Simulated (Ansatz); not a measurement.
An input for Ansatz 0.2.0 (Si3N4 (I-43d)):

```yaml
crystal:
  lattice:
    - [-3.23735, 3.23735, 3.23735]
    - [3.23735, -3.23735, 3.23735]
    - [3.23735, 3.23735, -3.23735]
  atoms:
    - { symbol: Si, position: [0.25, 0.125, 0.875] }
    - { symbol: Si, position: [0.875, 0.25, 0.125] }
    - { symbol: Si, position: [0.75, 0.375, 0.625] }
    - { symbol: Si, position: [0.625, 0.75, 0.375] }
    - { symbol: Si, position: [0.125, 0.875, 0.25] }
    - { symbol: Si, position: [0.375, 0.625, 0.75] }
    - { symbol: "N", position: [0.5628, 0.5628, 0.5628] }
    - { symbol: "N", position: [0.4372, 0.5, 0.0] }
    - { symbol: "N", position: [0.5, 0.0, 0.9372] }
    - { symbol: "N", position: [0.0, 0.4372, 0.5] }
    - { symbol: "N", position: [0.9372, 0.5, 0.0] }
    - { symbol: "N", position: [0.0628, 0.0628, 0.0628] }
    - { symbol: "N", position: [0.0, 0.9372, 0.5] }
    - { symbol: "N", position: [0.5, 0.0, 0.4372] }
kpoints:
  mp_grid: { grid: [4, 4, 4] }
  band_path:
    path:
      - [0.0, 0.0, 0.0]
      - [0.5, -0.5, 0.5]
      - [0.0, 0.0, 0.5]
      - [0.25, 0.25, 0.25]
      - [0.0, 0.3333333333, 0.3333333333]
      - [0.15, -0.15, 0.15]
      - [0.0, 0.0, 0.2]
    npoints: 1
hamiltonian:
  xc: hse06
scf:
  occupations: { method: fixed }
  n_extra_bands: 8
output:
  forces: true
  stress: true
  eigenvalues: true
```

```sh
ansatz run input.yaml --threads 3 --pin off --max-ram 64512MiB --backend cuda --events-out ev --progress --plain --runs-dir out --devices 1 --max-vram 24GiB  # rebuilt from the run's record
```

How long will it take on 1 × NVIDIA H100 80GB HBM3 (shared by 3 runs) with 3 threads of AMD EPYC 7R13 (Zen 3), shared host, and how much memory?

It took 29 s; on shared hardware allow 15 s to 59 s. Peak host memory was 2.1 GiB. The sizes that set the cost: 2659 plane waves a state, 8 irreducible k points and 13 SCF cycles.

Exact exchange couples every pair of k points and filled bands, so it costs far more than a semilocal run.

[Paths, hosts, dates, memory and timing lines, banners, echoed tables and standing remarks are left out of the program output.]

[Logs are printed without paths, hosts, clocks, repeated set-up lines and the standing remarks that a program may print on its own settings, such as how far it seeks lower states.]

[Runs of the session that timed out or met a known fault of the program may be left out.]

[Cells called generated may have been cut or substituted from an entry of the Crystallography Open Database or the Materials Project.]

[Hosts, paths, dates, database ids (printed as entryN), source tags and the programs' standing remarks are cut or masked in the printed files.]
